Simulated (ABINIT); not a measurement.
# ZnSe (Stilleite): G0W0 in ABINIT against the bands in the screening, part 2 of 2

How does the gap of ZnSe (Stilleite) converge in the bands in the screening?

ABINIT 10.8.3; PBE and many-body steps on it, plane waves. Known limits of the many-body steps: not at the basis limit; exchange with frozen shells missing; no spin-orbit coupling; coarse k mesh.

So far. Step 2 (Screening, 4×4×4 mesh, 26 bands, screening to 163.3 eV): Local fields lower ε∞ by 7 %. On a Γ-centred mesh this coarse the value itself is usually too large, while a short band sum pulls it down. Step 5 (34 bands): The gap on the mesh goes from 1.29 eV to 2.69 eV, a correction of +1.40 eV.

## 7. 91 bands

This step: G0W0 on PBE, plane waves, norm-conserving pseudopotentials.

Input file run.abi:

```
acell 3*1.0 Angstrom
rprim 
  -0.000000000000 2.833800000000 2.833800000000
  2.833800000000 0.000000000000 2.833800000000
  2.833800000000 2.833800000000 -0.000000000000
ntypat 2
znucl 30 34
natom 2
typat 1 2
xred 
  0.000000000000 0.000000000000 0.000000000000
  0.250000000000 0.250000000000 0.250000000000
pp_dirpath "pseudos"
pseudos "Zn.upf, Se.upf"
ecut 39
ngkpt 4 4 4
nshiftk 1
shiftk 0 0 0
kptopt 1
chksymbreak 0
istwfk *1
occopt 1
irdwfk 1
optdriver 4
nband 91
gwcalctyp 0
ecutsigx 39
symsigma 1
nkptgw 1
kptgw 
  0.0000000000 0.0000000000 0.0000000000
bdgw 
  16 22
ecuteps 6
irdscr 1
ppmodel 1
indata_prefix "in"
outdata_prefix "out"
tmpdata_prefix "tmp"
```

Run with:

```console
> OMP_NUM_THREADS=1 mpirun -n 8 abinit run.abi > log
```

Output:

```text
.Version 10.8.3 of ABINIT. v10.8.2 released Aug 2026.

 Symmetries : space group F-4 3 m (#216); Bravais cF (face-center cubic)
[... echo of the input left out ...]
== DATASET  1 ==================================================================
-   mpi_nproc: 8, omp_nthreads: 1 (-1 if OMP is not activated)

--- !DatasetInfo
iteration_state: {dtset: 1, }
dimensions: {natom: 2, nkpt: 8, mband: 91, nsppol: 1, nspinor: 1, nspden: 1, mpw: 3591, }
cutoff_energies: {ecut:  39.0, pawecutdg:  -1.0, }
[...]
20   9.220 -10.891  -5.994  -4.274   0.812  -0.232 -10.385   0.505   9.725
       21   9.220 -10.891  -5.994  -4.274   0.812  -0.232 -10.385   0.505   9.725
       22   9.220 -10.891  -5.994  -4.274   0.812  -0.232 -10.385   0.505   9.725

== END DATASET(S) ==============================================================
================================================================================

 -outvars: echo values of variables after computation  --------
           etotal      0.0000000000E+00
            nband          91
             nkpt           8
          spgroup         216
 [... the other variables as echoed above ...]

 Calculation completed.
```

The job ended after 3.7 s (8 MPI ranks of Intel Xeon Platinum 8488C (Sapphire Rapids), shared host; peak memory 1.1 GiB; 28 s of CPU time).

Numbers from this step:

```yaml
g0w0_gap_on_the_points_computed: 2.54 eV
starting_gap_on_the_mesh: 1.288 eV
k_of_the_valence_top: 0, 0, 0
k_of_the_conduction_bottom: 0, 0, 0
least_direct_g0w0_gap_on_the_computed_points: 2.54 eV
```

Against the run before, the gap moves by −0.149 eV.

## 8. Screening, 4×4×4 mesh, 189 bands, screening to 163.3 eV

This step: RPA screening on PBE, plane waves, norm-conserving pseudopotentials.

Changes to run.abi since step 7:

```diff
@@ -23,15 +23,8 @@
 irdwfk 1
-optdriver 4
-nband 91
-gwcalctyp 0
-ecutsigx 39
-symsigma 1
-nkptgw 1
-kptgw 
-  0.0000000000 0.0000000000 0.0000000000
-bdgw 
-  16 22
+optdriver 3
+nband 189
 ecuteps 6
-irdscr 1
-ppmodel 1
+inclvkb 2
+awtr 1
+symchi 1
 indata_prefix "in"
```

Output:

```text
.Version 10.8.3 of ABINIT. v10.8.2 released Aug 2026.

 Symmetries : space group F-4 3 m (#216); Bravais cF (face-center cubic)
[... echo of the input left out ...]
== DATASET  1 ==================================================================
-   mpi_nproc: 8, omp_nthreads: 1 (-1 if OMP is not activated)

--- !DatasetInfo
iteration_state: {dtset: 1, }
dimensions: {natom: 2, nkpt: 8, mband: 189, nsppol: 1, nspinor: 1, nspden: 1, mpw: 3591, }
cutoff_energies: {ecut:  39.0, pawecutdg:  -1.0, }
[...]
--------------------------------------------------------------------------------
[... chi0 elements left out ...]
 For q-point:  0.000010 0.000020 0.000030
  dielectric constant =  14.0590
  dielectric constant without local fields =  15.0095

  Average fulfillment of the sum rule on Im[epsilon] for q-point    1 :     67.54  [%]
[... wings left out ...]
  q-point number  2        q = ( 0.250000, 0.000000, 0.000000) [r.l.u.]
--------------------------------------------------------------------------------
[... chi0 elements left out ...]
  Average fulfillment of the sum rule on Im[epsilon] for q-point    2 :     79.74  [%]

 [... 6 further q-points ...]
```

The job ended after 35 s (8 MPI ranks; peak memory 2 GiB; 4.6 min of CPU time).

Numbers from this step:

```
ε∞ with local fields, on this mesh, along the program's q direction : 14.06
the same without local fields                                       : 15.01
plasma frequency                                                    : 33.02 eV
plane waves in the screening matrix                                 : 181
```

## 9. 189 bands

This step: G0W0 on PBE, plane waves, norm-conserving pseudopotentials.

Changes to run.abi since step 8:

```diff
@@ -23,8 +23,15 @@
 irdwfk 1
-optdriver 3
-nband 189
+optdriver 4
+nband 91
+gwcalctyp 0
+ecutsigx 39
+symsigma 1
+nkptgw 1
+kptgw 
+  0.0000000000 0.0000000000 0.0000000000
+bdgw 
+  16 22
 ecuteps 6
-inclvkb 2
-awtr 1
-symchi 1
+irdscr 1
+ppmodel 1
 indata_prefix "in"
```

Output:

```text
.Version 10.8.3 of ABINIT. v10.8.2 released Aug 2026.

 Symmetries : space group F-4 3 m (#216); Bravais cF (face-center cubic)
[... echo of the input left out ...]
== DATASET  1 ==================================================================
-   mpi_nproc: 8, omp_nthreads: 1 (-1 if OMP is not activated)

--- !DatasetInfo
iteration_state: {dtset: 1, }
dimensions: {natom: 2, nkpt: 8, mband: 91, nsppol: 1, nspinor: 1, nspden: 1, mpw: 3591, }
cutoff_energies: {ecut:  39.0, pawecutdg:  -1.0, }
[...]
20   9.220 -10.891  -5.994  -4.373   0.814  -0.228 -10.464   0.426   9.646
       21   9.220 -10.891  -5.994  -4.373   0.814  -0.228 -10.464   0.426   9.646
       22   9.220 -10.891  -5.994  -4.373   0.814  -0.228 -10.464   0.426   9.646

== END DATASET(S) ==============================================================
================================================================================

 -outvars: echo values of variables after computation  --------
           etotal      0.0000000000E+00
            nband          91
             nkpt           8
          spgroup         216
 [... the other variables as echoed above ...]

 Calculation completed.
```

Elapsed: 3.6 s, on 8 MPI ranks; peak memory 1.1 GiB.

This step gave:

- G0W0 gap on the points computed: 2.482 eV
- starting gap on the mesh: 1.288 eV
- k of the valence top: 0, 0, 0
- k of the conduction bottom: 0, 0, 0
- least direct G0W0 gap on the computed points: 2.482 eV

Against the run before, the gap moves by −0.058 eV.

## 10. Side by side

Times are wall times on 8 MPI ranks of Intel Xeon Platinum 8488C (Sapphire Rapids), shared host, good to a factor of about two. A run's time includes the screening step that it read.

```
      run   mesh  bands  screening cutoff (eV)  DFT gap (eV)  gap on the mesh (eV)  direct (eV)  ε∞ used   time
 26 bands  4×4×4     91                  163.3         1.288                 2.845        2.845    13.79  7.8 s
 34 bands  4×4×4     91                  163.3         1.288                 2.689        2.689    13.86  9.2 s
 91 bands  4×4×4     91                  163.3         1.288                 2.540        2.540    14.01   21 s
189 bands  4×4×4     91                  163.3         1.288                 2.482        2.482    14.06   38 s
```

## 11. Summary of results

```
26 bands     : 2.845 eV
34 bands     : 2.689 eV
91 bands     : 2.540 eV
189 bands    : 2.482 eV
known limits : not at the basis limit; exchange with frozen shells missing; no spin-orbit coupling; coarse k mesh
```

**Reading.** The setting moved: bands in the screening. From 26 bands to 189 bands the gap moves by −0.36 eV, for 4.9 times the time. The last step still moves it by −0.058 eV. Bands and screening cutoff are coupled, so a series along one setting does not show full convergence. Bands and cutoff are finite, so the gap is not at the basis limit. The miss can reach some tenths of an eV and take either sign; the mesh is an error of its own. In the G0W0 runs levels were corrected at 1 k point alone, so a gap called «on the mesh» is the least over those, and an edge elsewhere would be missed. The 4×4×4 mesh is coarse for this cell, which bears on the long-range parts of exchange and screening. The norm-conserving file of at least one element keeps a d shell over frozen s and p shells of the same row. Exchange with those shells is missing from the self-energy, an error of 0.3 to 0.9 eV in cases checked, whose sign depends on which edge lies on those atoms. The many-body steps are scalar-relativistic: spin-orbit coupling is not in them.

[Paths, hosts, dates, memory and timing lines, banners, echoed tables and standing remarks are left out of the program output.]

[Logs are printed without paths, hosts, clocks, repeated set-up lines and the standing remarks that a program may print on its own settings, such as how far it seeks lower states.]

[Runs of the session that timed out or met a known fault of the program may be left out.]

[Hosts, paths, dates, database ids (printed as entryN), source tags and the programs' standing remarks are cut or masked in the printed files.]

[G0W0 gaps are taken among the corrected bands and points alone; a level outside them can change the order at an edge.]

[Where Ansatz stands beside ABINIT at settings called matched, ABINIT's density can come from a denser mesh and the files from another edition; pairs whose starting gaps differed by over 0.03 eV were left out, so agreement reads better than it is.]
